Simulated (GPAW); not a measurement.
# MgB2 (P6/mmm) in GPAW: notebook, part 2 of 2

GPAW 26.7.0.

## Step 4: Relaxation of cell and atoms, PBEsol+D4

run.py reads:

```python
from ase import Atoms
from ase.calculators.mixing import SumCalculator
from ase.filters import FrechetCellFilter
from ase.io import write
from ase.optimize import BFGS
from dftd4.ase import DFTD4
from gpaw import GPAW, PW, setup_paths

setup_paths.insert(0, '.')

atoms = Atoms(['Mg', 'B', 'B'],
              cell=[[3.085, 0.0, 0.0],
                    [-1.5425, 2.6716883707, 0.0],
                    [0.0, 0.0, 3.523]],
              scaled_positions=[[0.0, 0.0, 0.0],
                                [0.6666666667, 0.3333333333, 0.5],
                                [0.3333333333, 0.6666666667, 0.5]],
              pbc=True)

calc = GPAW(mode=PW(800),
            xc='PBEsol',
            kpts={'size': (7, 7, 6), 'gamma': True},
            occupations={'name': 'fermi-dirac', 'width': 0.05},
            nbands=17,
            convergence={'density': 1e-05, 'forces': 0.0001},
            maxiter=150,
            txt='gpaw.txt')
atoms.calc = SumCalculator([calc, DFTD4(method='pbesol')])
opt = BFGS(FrechetCellFilter(atoms), trajectory='relax.traj', logfile='-')
done = opt.run(fmax=0.02, steps=60)
calc.write('gs.gpw')
write('result.traj', atoms)
print('Converged:', done)
print('Cell:', atoms.cell.cellpar().round(4))
print('Volume:', round(atoms.get_volume(), 4))
print(atoms.get_scaled_positions().round(5))
```

Potentials or basis: PAW data sets generated in the run's folder for this functional, pw.

On the command line:

```bash
> gpaw-setup -f PBEsol B Mg
> OMP_NUM_THREADS=1 python run.py
```

gpaw.txt:

```text
__  _  _
 | _ |_)|_||  |
 |__||  | ||/\| - 26.7.0

Input parameters:
  mode=PW(ecut=800.0),
  convergence={'density': 1e-05, 'forces': 0.0001},
  kpts=MonkhorstPack(size=(7, 7, 6), gamma=True),
  maxiter=150,
  nbands=17,
  occupations=Occupations(name='fermi-dirac', width=0.05),
  xc=XC(name='PBEsol')

Diagonalizing LCAO Hamiltonian
Converting LCAO to pw mode

         B  B

       Mg

Atoms  # Å, Bohr magnetons
|   | symbol |         x |        y |        z |    initial magnetic moments |
|---|--------|-----------|----------|----------|-----------------------------|
| 0 |     Mg |  0.000000 | 0.000000 | 0.000000 | ( 0.0000,  0.0000,  0.0000) |
| 1 |      B |  1.542500 | 0.890563 | 1.761500 | ( 0.0000,  0.0000,  0.0000) |
| 2 |      B | -0.000000 | 1.781126 | 1.761500 | ( 0.0000,  0.0000,  0.0000) |

Unit cell  # Å
| periodic |         x |        y |        z |  lengths |     angles |
|----------|-----------|----------|----------|----------|------------|
|      yes |  3.085000 | 0.000000 | 0.000000 | 3.085000 |  90.000000 |
|      yes | -1.542500 | 2.671688 | 0.000000 | 3.085000 |  90.000000 |
|      yes |  0.000000 | 0.000000 | 3.523000 | 3.523000 | 120.000000 |

Number of symmetries: 24
Symmetry operations  # r_c * U_cc + t_c -> r_c
|    | kind |            matrix            |
|----|------|------------------------------|
|  0 |  σ   |  1, 1, 0,  0,-1, 0,  0, 0, 1 |
|  1 |  C2  |  1, 1, 0,  0,-1, 0,  0, 0,-1 |
|  2 |  C6  |  1, 1, 0, -1, 0, 0,  0, 0, 1 |
|  3 |  S6  |  1, 1, 0, -1, 0, 0,  0, 0,-1 |
|  4 |  E   |  1, 0, 0,  0, 1, 0,  0, 0, 1 |
|  5 |  σ   |  1, 0, 0,  0, 1, 0,  0, 0,-1 |
|  6 |  σ   |  1, 0, 0, -1,-1, 0,  0, 0, 1 |
|  7 |  C2  |  1, 0, 0, -1,-1, 0,  0, 0,-1 |
|  8 |  σ   |  0, 1, 0,  1, 0, 0,  0, 0, 1 |
|  9 |  C2  |  0, 1, 0,  1, 0, 0,  0, 0,-1 |
| 10 |  C3  |  0, 1, 0, -1,-1, 0,  0, 0, 1 |
| 11 |  S3  |  0, 1, 0, -1,-1, 0,  0, 0,-1 |
| 12 |  C6  |  0,-1, 0,  1, 1, 0,  0, 0, 1 |
| 13 |  S6  |  0,-1, 0,  1, 1, 0,  0, 0,-1 |
| 14 |  σ   |  0,-1, 0, -1, 0, 0,  0, 0, 1 |
| 15 |  C2  |  0,-1, 0, -1, 0, 0,  0, 0,-1 |
| 16 |  σ   | -1, 0, 0,  1, 1, 0,  0, 0, 1 |
[... 192 lines left out ...]
No gap
No difference between direct/indirect transitions

Stress tensor  # eV/Ang^3
|         x |        y |        z |
|-----------|----------|----------|
|  0.025196 | 0.000000 | 0.000000 |
| -0.000000 | 0.025196 | 0.000000 |
|  0.000000 | 0.000000 | 0.010770 |

Forces  # eV/Ang
|        x |       y |       z |
|----------|---------|---------|
|  0.00000 | 0.00000 | 0.00000 |  # Mg   0
| -0.00000 | 0.00000 | 0.00000 |  # B    1
| -0.00000 | 0.00000 | 0.00000 |  # B    2

Diagonalizing LCAO Hamiltonian
Converting LCAO to pw mode

         B  B

       Mg

Atoms  # Å, Bohr magnetons
|   | symbol |         x |        y |        z |    initial magnetic moments |
|---|--------|-----------|----------|----------|-----------------------------|
| 0 |     Mg | -0.000000 | 0.000000 | 0.000000 | ( 0.0000,  0.0000,  0.0000) |
[... 21 lines left out ...]
| 7 |  i   | -1, 0, 0,  0,-1, 0,  0, 0,-1 |
[... 185 lines left out ...]
No gap
No difference between direct/indirect transitions

Stress tensor  # eV/Ang^3
|        x |        y |        z |
|----------|----------|----------|
| 0.019906 | 0.000000 | 0.000000 |
| 0.000000 | 0.019906 | 0.000000 |
| 0.000000 | 0.000000 | 0.007959 |

Forces  # eV/Ang
|        x |        y |       z |
|----------|----------|---------|
|  0.00000 |  0.00000 | 0.00000 |  # Mg   0
|  0.00000 | -0.00000 | 0.00000 |  # B    1
| -0.00000 |  0.00000 | 0.00000 |  # B    2
[... 5 lines left out ...]
       Mg

Atoms  # Å, Bohr magnetons
|   | symbol |         x |         y |         z |    initial magnetic moments |
|---|--------|-----------|-----------|-----------|-----------------------------|
| 0 |     Mg |  0.000000 | -0.000000 | -0.000000 | ( 0.0000,  0.0000,  0.0000) |
| 1 |      B |  1.522277 |  0.878887 |  1.744806 | ( 0.0000,  0.0000,  0.0000) |
| 2 |      B | -0.000000 |  1.757774 |  1.744806 | ( 0.0000,  0.0000,  0.0000) |

Unit cell  # Å
| periodic |         x |         y |         z |  lengths |     angles |
|----------|-----------|-----------|-----------|----------|------------|
|      yes |  3.044553 |  0.000001 | -0.000000 | 3.044553 |  90.000000 |
|      yes | -1.522276 |  2.636661 |  0.000000 | 3.044553 |  90.000000 |
|      yes | -0.000000 | -0.000000 |  3.489612 | 3.489612 | 119.999964 |

Number of symmetries: 8
Symmetry operations  # r_c * U_cc + t_c -> r_c
|   | kind |            matrix            |
|---|------|------------------------------|
| 0 |  E   |  1, 0, 0,  0, 1, 0,  0, 0, 1 |
| 1 |  σ   |  1, 0, 0,  0, 1, 0,  0, 0,-1 |
| 2 |  σ   |  0, 1, 0,  1, 0, 0,  0, 0, 1 |
| 3 |  C2  |  0, 1, 0,  1, 0, 0,  0, 0,-1 |
| 4 |  σ   |  0,-1, 0, -1, 0, 0,  0, 0, 1 |
| 5 |  C2  |  0,-1, 0, -1, 0, 0,  0, 0,-1 |
| 6 |  C2  | -1, 0, 0,  0,-1, 0,  0, 0, 1 |
| 7 |  i   | -1, 0, 0,  0,-1, 0,  0, 0,-1 |
[... 204 lines left out ...]
       Mg

Atoms  # Å, Bohr magnetons
|   | symbol |        x |         y |         z |    initial magnetic moments |
|---|--------|----------|-----------|-----------|-----------------------------|
| 0 |     Mg | 0.000000 | -0.000000 | -0.000000 | ( 0.0000,  0.0000,  0.0000) |
| 1 |      B | 1.522881 |  0.879236 |  1.744758 | ( 0.0000,  0.0000,  0.0000) |
| 2 |      B | 0.000000 |  1.758471 |  1.744758 | ( 0.0000,  0.0000,  0.0000) |

Unit cell  # Å
| periodic |         x |         y |         z |  lengths |     angles |
|----------|-----------|-----------|-----------|----------|------------|
|      yes |  3.045760 |  0.000001 | -0.000000 | 3.045760 |  90.000000 |
|      yes | -1.522879 |  2.637706 |  0.000000 | 3.045760 |  90.000000 |
|      yes | -0.000000 | -0.000000 |  3.489517 | 3.489517 | 119.999963 |

Number of symmetries: 8
Symmetry operations  # r_c * U_cc + t_c -> r_c
|   | kind |            matrix            |
|---|------|------------------------------|
| 0 |  E   |  1, 0, 0,  0, 1, 0,  0, 0, 1 |
| 1 |  σ   |  1, 0, 0,  0, 1, 0,  0, 0,-1 |
| 2 |  σ   |  0, 1, 0,  1, 0, 0,  0, 0, 1 |
| 3 |  C2  |  0, 1, 0,  1, 0, 0,  0, 0,-1 |
| 4 |  σ   |  0,-1, 0, -1, 0, 0,  0, 0, 1 |
| 5 |  C2  |  0,-1, 0, -1, 0, 0,  0, 0,-1 |
| 6 |  C2  | -1, 0, 0,  0,-1, 0,  0, 0, 1 |
| 7 |  i   | -1, 0, 0,  0,-1, 0,  0, 0,-1 |
[... 202 lines left out ...]
       Mg

Atoms  # Å, Bohr magnetons
|   | symbol |        x |        y |         z |    initial magnetic moments |
|---|--------|----------|----------|-----------|-----------------------------|
| 0 |     Mg | 0.000000 | 0.000000 | -0.000000 | ( 0.0000,  0.0000,  0.0000) |
| 1 |      B | 1.523938 | 0.879846 |  1.743533 | ( 0.0000,  0.0000,  0.0000) |
| 2 |      B | 0.000000 | 1.759692 |  1.743533 | ( 0.0000,  0.0000,  0.0000) |

Unit cell  # Å
| periodic |         x |         y |        z |  lengths |     angles |
|----------|-----------|-----------|----------|----------|------------|
|      yes |  3.047874 |  0.000001 | 0.000000 | 3.047874 |  90.000000 |
|      yes | -1.523936 |  2.639537 | 0.000000 | 3.047874 |  90.000000 |
|      yes | -0.000000 | -0.000000 | 3.487067 | 3.487067 | 119.999955 |
[... 216 lines left out ...]
       Mg

Atoms  # Å, Bohr magnetons
|   | symbol |        x |        y |         z |    initial magnetic moments |
|---|--------|----------|----------|-----------|-----------------------------|
| 0 |     Mg | 0.000000 | 0.000000 | -0.000000 | ( 0.0000,  0.0000,  0.0000) |
| 1 |      B | 1.524638 | 0.880250 |  1.741120 | ( 0.0000,  0.0000,  0.0000) |
| 2 |      B | 0.000000 | 1.760501 |  1.741120 | ( 0.0000,  0.0000,  0.0000) |

Unit cell  # Å
| periodic |         x |         y |        z |  lengths |     angles |
|----------|-----------|-----------|----------|----------|------------|
|      yes |  3.049274 |  0.000002 | 0.000000 | 3.049274 |  90.000000 |
|      yes | -1.524636 |  2.640750 | 0.000000 | 3.049274 |  90.000000 |
|      yes | -0.000000 | -0.000000 | 3.482239 | 3.482239 | 119.999944 |
[... 216 lines left out ...]
       Mg

Atoms  # Å, Bohr magnetons
|   | symbol |        x |         y |         z |    initial magnetic moments |
|---|--------|----------|-----------|-----------|-----------------------------|
| 0 |     Mg | 0.000000 | -0.000000 | -0.000000 | ( 0.0000,  0.0000,  0.0000) |
| 1 |      B | 1.524617 |  0.880239 |  1.739095 | ( 0.0000,  0.0000,  0.0000) |
| 2 |      B | 0.000000 |  1.760477 |  1.739095 | ( 0.0000,  0.0000,  0.0000) |

Unit cell  # Å
| periodic |         x |         y |        z |  lengths |     angles |
|----------|-----------|-----------|----------|----------|------------|
|      yes |  3.049232 |  0.000002 | 0.000000 | 3.049232 |  90.000000 |
|      yes | -1.524615 |  2.640713 | 0.000000 | 3.049232 |  90.000000 |
|      yes | -0.000000 | -0.000000 | 3.478191 | 3.478191 | 119.999935 |
[... 205 lines left out ...]
Forces  # eV/Ang
|        x |        y |       z |
|----------|----------|---------|
|  0.00000 | -0.00000 | 0.00000 |  # Mg   0
| -0.00000 |  0.00000 | 0.00000 |  # B    1
|  0.00000 | -0.00000 | 0.00000 |  # B    2

# Writing to gs.gpw (mode='')
```

Run time: 4.8 min. Hardware: 1 thread of Intel Xeon at 2.50GHz (Skylake/Cascade Lake), shared host; peak memory 0.32 GiB.

Results:

* Free energy: -16.8207 eV
* Relaxed volume: 9.34 Å³/atom
* Relaxed cell: a = 3.049 Å, b = 3.049 Å, c = 3.478 Å, α = 90.00°, β = 90.00°, γ = 120.00°
* Space group after relaxing (to 0.05 Å): P6/mmm (No. 191)
* Energy gained by relaxing: 5.8 meV/atom
* Ionic steps: 7
* Pressure after relaxing: -0.1 GPa
* Band gap on the k mesh: none (metal or under the smearing width)
* Dispersion energy per atom: -0.129 eV

The path:
| step | energy change (eV) | largest force (eV/Å) | pressure (GPa) | volume (Å³) |
| --- | --- | --- | --- | --- |
| 1 | 0.0000 | 0.0000 | -5.50 | 29.04 |
| 2 | -0.0044 | 0.0000 | -4.80 | 28.90 |
| 3 | -0.0170 | 0.0000 | 0.06 | 28.01 |
| 4 | -0.0171 | 0.0000 | -0.08 | 28.03 |
| 5 | -0.0172 | 0.0000 | -0.25 | 28.05 |
| 6 | -0.0173 | 0.0000 | -0.25 | 28.04 |
| 7 | -0.0173 | 0.0000 | -0.11 | 28.01 |

Final structure:
```cif
data_structure
_symmetry_space_group_name_H-M 'P 1'
_symmetry_Int_Tables_number 1
_cell_length_a 3.0492
_cell_length_b 3.0492
_cell_length_c 3.4782
_cell_angle_alpha 90.000
_cell_angle_beta 90.000
_cell_angle_gamma 120.000
_cell_volume 28.01
loop_
_atom_site_label
_atom_site_type_symbol
_atom_site_fract_x
_atom_site_fract_y
_atom_site_fract_z
_atom_site_occupancy
Mg1 Mg 0.00000 0.00000 0.00000 1
B1 B 0.66667 0.33333 0.50000 1
B2 B 0.33333 0.66667 0.50000 1
```

Caveat: later steps reuse the first step's grids; pairwise dispersion overbinds metals, which lowers pressure and volume.

## Step 5: Overview

```tsv
level	gap on the mesh (eV)	pressure (GPa)	relaxed volume (Å³/atom)
PBEsol+D3(BJ)	none	-0.2	9.23
PBEsol+D3(BJ)+ATM	none	-0.1	9.28
PBEsol+D4	none	-0.1	9.34
```

Alike in all rows: task relaxation of cell and atoms; potentials or basis PAW data sets generated in the run's folder for this functional, pw; no spin polarisation; cell relaxed; k mesh 7 × 7 × 6; cutoff (eV) 800; smearing fermi-dirac 0.05 eV.

Caveats: later steps reuse the first step's grids; pairwise dispersion overbinds metals, which lowers pressure and volume.

Total energies depend on the potentials used, so only differences within one code and one set of settings carry meaning.
